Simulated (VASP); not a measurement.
# GaAs (F-43m) in VASP: phonons with LDA

Aim: the phonons of GaAs with LDA.

Everything below comes from runs of VASP 6.6.1. Logs are shortened: lines on timing, memory, paths and dates and some standing lists are left out, and cuts for length are marked.

## (1) The crystal as given

The structure is cubic, space group F-43m (No. 216). The conventional cell has a = 5.654 Å, b = 5.654 Å, c = 5.654 Å, α = 90.00°, β = 90.00°, γ = 90.00°. Around Ga (site symmetry -43m) lie 4 As at 2.45 Å. As (site symmetry -43m) is surrounded by 4 Ga at 2.45 Å.

## (2) Phonons, LDA

Input file POSCAR:

```
GaAs
1.0
    0.0000000000      2.8268500000      2.8268500000
    2.8268500000      0.0000000000      2.8268500000
    2.8268500000      2.8268500000      0.0000000000
Ga As
1 1
Direct
    0.0000000000      0.0000000000      0.0000000000
    0.2500000000      0.2500000000      0.2500000000
```

Input file INCAR.step1:

```
SYSTEM = GaAs
PREC = Accurate
ENCUT = 600
EDIFF = 1E-8
ISMEAR = 0
SIGMA = 0.02
LREAL = .False.
LASPH = .True.
NELM = 100
ALGO = Normal
ISIF = 3
LWAVE = .False.
LCHARG = .False.
IBRION = 2
NSW = 40
EDIFFG = -0.002
```

Input file INCAR.step2:

```
SYSTEM = GaAs
PREC = Accurate
ENCUT = 600
EDIFF = 1E-8
ISMEAR = 0
SIGMA = 0.02
LREAL = .False.
LASPH = .True.
NELM = 100
ALGO = Normal
ISIF = 2
LWAVE = .False.
LCHARG = .False.
IBRION = 8
NSW = 1
```

Input file KPOINTS:

```
regular mesh
0
Gamma
  8 8 8
  0 0 0
```

Potentials or basis: VASP PAW LDA potentials, release 64 (Ga_d, As).

Command:

```console
cat potpaw_LDA.64/Ga_d/POTCAR potpaw_LDA.64/As/POTCAR > POTCAR
cp INCAR.step1 INCAR
mpirun -np 1 vasp_std > vasp.out
cp CONTCAR POSCAR
cp INCAR.step2 INCAR
mpirun -np 1 vasp_std > vasp.out
```

OUTCAR:

```text
SYSTEM = GaAs
   PREC = Accurate
   ENCUT = 600
   EDIFF = 1E-8
   ISMEAR = 0
   LREAL = .False.
   LASPH = .True.
   NELM = 100
   ISIF = 2
   IBRION = 8
   NSW = 1

 ion  position               nearest neighbor table
   1  0.000  0.000  0.000-   2 2.43   2 2.43   2 2.43   2 2.43
   2  0.250  0.250  0.250-   1 2.43   1 2.43   1 2.43   1 2.43

  LATTYP: Found a face centered cubic cell.
 ALAT       =     5.6101073302

  Lattice vectors:

 A1 = (   0.0000000000,   2.8050536651,   2.8050536651)
 A2 = (   2.8050536651,   0.0000000000,   2.8050536651)
 A3 = (   2.8050536651,   2.8050536651,   0.0000000000)

Analysis of symmetry for initial positions (statically):
=====================================================================
 Subroutine PRICEL returns:
 Original cell was already a primitive cell.

 Routine SETGRP: Setting up the symmetry group for a
 face centered cubic supercell.

 Subroutine GETGRP returns: Found 24 space group operations
 (whereof 24 operations were pure point group operations)
 out of a pool of 48 trial point group operations.

The static configuration has the point symmetry T_d .

Analysis of symmetry for dynamics (positions and initial velocities):
=====================================================================
 Subroutine PRICEL returns:
 Original cell was already a primitive cell.

 Routine SETGRP: Setting up the symmetry group for a
 face centered cubic supercell.

 Subroutine GETGRP returns: Found 24 space group operations
 (whereof 24 operations were pure point group operations)
 out of a pool of 48 trial point group operations.

The dynamic configuration has the point symmetry T_d .

 Subroutine INISYM returns: Found 24 space group operations
 (whereof 24 operations are pure point group operations),
 and found     1 'primitive' translations

----------------------------------------------------------------------------------------

                                     Primitive cell

  volume of cell :      44.1422

  direct lattice vectors                    reciprocal lattice vectors
     0.000000000  2.805053665  2.805053665    -0.178249709  0.178249709  0.178249709
     2.805053665  0.000000000  2.805053665     0.178249709 -0.178249709  0.178249709
     2.805053665  2.805053665  0.000000000     0.178249709  0.178249709 -0.178249709

  length of vectors
     3.966944936  3.966944936  3.966944936     0.308737553  0.308737553  0.308737553

  position of ions in fractional coordinates (direct lattice)
     0.000000000  0.000000000  0.000000000
     0.250000000  0.250000000  0.250000000

  ion indices of the primitive-cell ions
   primitive index   ion index
                 1           1
                 2           2

----------------------------------------------------------------------------------------

 KPOINTS: regular mesh

Automatic generation of k-mesh.
 Grid dimensions read from file:
 generate k-points for:    8    8    8

 Generating k-lattice:

  Cartesian coordinates                     Fractional coordinates (reciprocal lattice)
    -0.022281214  0.022281214  0.022281214     0.125000000  0.000000000  0.000000000
     0.022281214 -0.022281214  0.022281214     0.000000000  0.125000000  0.000000000
     0.022281214  0.022281214 -0.022281214     0.000000000  0.000000000  0.125000000

  Length of vectors
     0.038592194  0.038592194  0.038592194

  Shift w.r.t. Gamma in fractional coordinates (k-lattice)
[... 86 lines left out ...]
  volume of cell :       44.14
 maximum number of plane-waves:      1483
   NGX = 15   NGY = 15   NGZ = 15

--------------------------------------- Ionic step        1  -------------------------------------------

 number of electron      18.0000006 magnetization

 Free energy of the ion-electron system (eV)
  ---------------------------------------------------
  ext. energy  EPLUGINS =         0.00000000
  ---------------------------------------------------
  free energy    TOTEN  =        -9.63690161 eV

  energy without entropy =       -9.63690161  energy(sigma->0) =       -9.63690161

 E-fermi :   4.1239     XC(G=0): -10.0146

 val. band max:        4.0267633991   @ k =   0.0000   0.0000   0.0000
 cond. band min:       4.5335349760   @ k =   0.0000   0.0000   0.0000
 fundamental gap:      0.5067715769
 Fermi energy:         4.1238561434

 k-point     1 :       0.0000    0.0000    0.0000
  band No.  band energies     occupation
      1     -10.9483      2.00000
      2     -10.9483      2.00000
      3     -10.9483      2.00000
      4     -10.8644      2.00000
      5     -10.8644      2.00000
      6      -8.9067      2.00000
      7       4.0268      2.00000
      8       4.0268      2.00000
      9       4.0268      2.00000
     10       4.5335      0.00000
     11       7.7047      0.00000
     12       7.7047      0.00000
     13       7.7047      0.00000
[... 354 lines left out ...]
  band No.  band energies     occupation
      1     -11.0410      2.00000
      2     -10.9221      2.00000
      3     -10.9138      2.00000
      4     -10.8693      2.00000
      5     -10.8608      2.00000
      6      -6.7137      2.00000
      7      -2.6235      2.00000
      8       0.6767      2.00000
      9       2.0110      2.00000
     10       7.0289      0.00000
     11       8.0934      0.00000
     12      10.3763      0.00000
     13      11.7082      0.00000

 [... further k-points ...]

------------------------ aborting loop because EDIFF is reached ----------------------------------------

  FORCE on cell =-STRESS in cart. coord.  units (eV):
  Direction    XX          YY          ZZ          XY          YZ          ZX
  --------------------------------------------------------------------------------------
  -------------------------------------------------------------------------------------
  Total        0.0008834      0.0008834      0.0008834      0.0000000      0.0000000     -0.0000000
  in kB        0.0320655      0.0320655      0.0320655      0.0000000      0.0000000     -0.0000000
  external PRESSURE =       0.0320655 kB  Pullay stress =       0.0000000 kB

 VOLUME and BASIS-vectors are now :
 -----------------------------------------------------------------------------
  energy-cutoff  :      600.00
  volume of cell :       44.14
      direct lattice vectors                 reciprocal lattice vectors
     0.000000000  2.805053665  2.805053665    -0.178249709  0.178249709  0.178249709
     2.805053665  0.000000000  2.805053665     0.178249709 -0.178249709  0.178249709
     2.805053665  2.805053665  0.000000000     0.178249709  0.178249709 -0.178249709

 POSITION                                       TOTAL-FORCE (eV/Angst)
 -----------------------------------------------------------------------------------
      0.00000      0.00000      0.00000         0.000000      0.000000      0.000000
      1.40253      1.40253      1.40253        -0.000000     -0.000000     -0.000000
 -----------------------------------------------------------------------------------
    total drift:                                0.000000      0.000000      0.000000

  FREE ENERGIE OF THE ION-ELECTRON SYSTEM (eV)
  ---------------------------------------------------
  free  energy   TOTEN  =        -9.6369016073 eV

  energy  without entropy=       -9.6369016073  energy(sigma->0) =       -9.63690161

[... ionic steps 2 to 3 ...]

--------------------------------------- Ionic step        4  -------------------------------------------

------------------------ aborting loop because EDIFF is reached ----------------------------------------

[... ionic steps 5 to 6 ...]

--------------------------------------- Ionic step        7  -------------------------------------------

 Free energy of the ion-electron system (eV)
  ---------------------------------------------------
  ---------------------------------------------------
  free energy    TOTEN  =        -0.04456375 eV

  energy without entropy =       -0.04456375

------------------------ aborting loop because EDIFF is reached ----------------------------------------

 INTERNAL STRAIN TENSOR  FOR ION    2  DIRECTION 1   (eV/Angst):
 -----------------------------------------------------------------------------
     0.01459  0.00000  0.00000
     0.00000 -0.00526 -7.28405
     0.00000 -7.28405 -0.00526

 INTERNAL STRAIN TENSOR FOR ION    2 for displacements in x,y,z  (eV/Angst):
          X           Y           Z          XY          YZ          ZX
  --------------------------------------------------------------------------------
  x     0.00000    -0.00000    -0.00000     0.00000    -7.28405     0.00000
  y    -0.00000     0.00000    -0.00000     0.00000     0.00000    -7.28405
  z    -0.00000    -0.00000     0.00000    -7.28405     0.00000     0.00000

 SECOND DERIVATIVES (NOT SYMMETRIZED)
 ------------------------------------
               1X          1Y          1Z          2X          2Y          2Z
  1X    -9.680436    0.000000    0.000000    9.680436    0.000000    0.000000
  1Y     0.000000   -9.680436    0.000000    0.000000    9.680436    0.000000
  1Z     0.000000    0.000000   -9.680436    0.000000    0.000000    9.680436
  2X     9.648199    0.000000    0.000000   -9.648199    0.000000    0.000000
  2Y     0.000000    9.648199    0.000000    0.000000   -9.648199    0.000000
  2Z     0.000000    0.000000    9.648199    0.000000    0.000000   -9.648199

 Eigenvectors and eigenvalues of the dynamical matrix
 ----------------------------------------------------

   1 f  =    8.087392 THz    50.814582 2PiTHz  269.766355 cm-1    33.446750 meV
             X         Y         Z           dx          dy          dz
      0.000000  0.000000  0.000000    -0.000000    0.000000    0.720281
      1.402527  1.402527  1.402527    -0.000000   -0.000000   -0.693683
[... 21 lines left out ...]
   6 f/i=    0.006739 THz     0.042345 2PiTHz    0.224804 cm-1     0.027872 meV
             X         Y         Z           dx          dy          dz
      0.000000  0.000000  0.000000    -0.126779   -0.604105    0.316512
      1.402527  1.402527  1.402527    -0.131640   -0.627269    0.328648

--------------------------------------------------------------------------------------------------------

 ELASTIC MODULI CONTR FROM IONIC RELAXATION (kBar)
 Direction    XX          YY          ZZ          XY          YZ          ZX
 --------------------------------------------------------------------------------
 XX          -0.0000     -0.0000     -0.0000     -0.0000     -0.0000     -0.0000
 YY          -0.0000     -0.0000     -0.0000     -0.0000     -0.0000      0.0000
 ZZ          -0.0000     -0.0000     -0.0000     -0.0000     -0.0000     -0.0000
 XY          -0.0000     -0.0000     -0.0000   -196.9057     -0.0000     -0.0000
 YZ          -0.0000     -0.0000     -0.0000     -0.0000   -196.9057      0.0000
 ZX          -0.0000      0.0000     -0.0000     -0.0000      0.0000   -196.9057
 --------------------------------------------------------------------------------
```

Run time: 3.6 min. Hardware: 1 thread of Intel Xeon Platinum 8488C (Sapphire Rapids), shared host; peak memory 0.31 GiB.

Results:

| Property | Result |
| --- | --- |
| Relaxed volume | 22.07 Å³/atom |
| Relaxed cell | a = 3.967 Å, b = 3.967 Å, c = 3.967 Å, α = 60.00°, β = 60.00°, γ = 60.00° |
| Space group after relaxing (to 0.05 Å) | F-43m (No. 216) |
| Highest phonon frequency at Γ, LO-TO splitting left out | 270 cm⁻¹ |

Step by step:
```
step  energy change (eV)  largest force (eV/Å)  pressure (GPa)  volume (Å³)
   1              0.0000                0.0000           -1.64        45.18
   2             -0.0043                0.0000            0.79        43.68
   3             -0.0054                0.0000            0.00        44.14
```

Final structure:
```
CELL_PARAMETERS angstrom
0.00000 2.80505 2.80505
2.80505 0.00000 2.80505
2.80505 2.80505 0.00000
ATOMIC_POSITIONS crystal
Ga 0.00000 0.00000 0.00000
As 0.25000 0.25000 0.25000
```

Phonon frequencies in cm⁻¹ (negative: imaginary):
```
              q point        frequencies
(0.000, 0.000, 0.000)  0 0 0 270 270 270
```
